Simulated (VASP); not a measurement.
Write the native input for VASP 6.6.1 that does the following.

- Task: relaxation of cell and atoms
- Functional: PBE
- Potentials or basis: VASP PAW PBE potentials, release 64 (Hf_pv, O)
- Cutoff: 600 eV
- k mesh: 4 × 4 × 4
- Occupations: fermi-dirac, width 0.05 eV
- Spin: no spin polarisation
- Further INCAR settings: ALGO = Normal; EDIFF = 1e-06; IBRION = 2; EDIFFG = -0.01; NSW = 40; ISIF = 3

The structure of HfO2 lies in POSCAR:

```
HfO2
1.0
    5.1608940000      0.0000000000     -0.0050143000
    0.0000000000      5.2119140000      0.0000000000
   -0.8927660000      0.0000000000      5.2768140000
Hf O
4 8
Direct
    0.2757450000      0.4571240000      0.7083650000
    0.7242550000      0.9571240000      0.7916350000
    0.7242550000      0.5428760000      0.2916350000
    0.2757450000      0.0428760000      0.2083650000
    0.4491520000      0.7427910000      0.9766590000
    0.5508480000      0.2427910000      0.5233410000
    0.5508480000      0.2572090000      0.0233410000
    0.4491520000      0.7572090000      0.4766590000
    0.0671640000      0.3286910000      0.3483800000
    0.9328360000      0.8286910000      0.1516200000
    0.9328360000      0.6713090000      0.6516200000
    0.0671640000      0.1713090000      0.8483800000
```

The cell was built by a generator and isn't the measured one.

These files were run (other wordings do the same):

INCAR

```
PREC = Accurate ; ENCUT = 600
EDIFF = 1E-6 ; ISMEAR = -1
SIGMA = 0.05 ; LREAL = F
LASPH = T ; NELM = 60
ALGO = Normal ; ISIF = 3
LWAVE = F ; LCHARG = F
GGA = PE ; IBRION = 2
NSW = 40 ; EDIFFG = -0.01
KPAR = 8
```

KPOINTS

```
Automatic mesh
0
Gamma
  4 4 4
```

Potentials or basis: VASP PAW PBE potentials, release 64 (Hf_pv, O).

Run with:

```console
$ cat potpaw_PBE.64/Hf_pv/POTCAR potpaw_PBE.64/O/POTCAR > POTCAR
$ mpirun -np 8 vasp_std > vasp.out
```

It gave:

The relaxed volume is 11.66 Å³/atom and the relaxed cell is a = 5.139 Å, b = 5.188 Å, c = 5.324 Å, α = 90.00°, β = 99.67°, γ = 90.00°. The space group after relaxing (to 0.05 Å) is P2_1/c (No. 14) and the energy gained by relaxing is 1.7 meV/atom. The ionic steps are 9 and the pressure after relaxing is 0.0 GPa. The largest force after relaxing is 0.010 eV/Å and the band gap on the k mesh is 4.04 eV, indirect (least direct gap 4.12 eV).

Caveat: spin-orbit coupling is left out, which moves the levels of the heavy elements.

It took 2.6 min on 8 MPI ranks on Intel(R) Xeon(R) 6975P-C (Granite Rapids) (shared host), peak memory 0.46 GiB a rank.
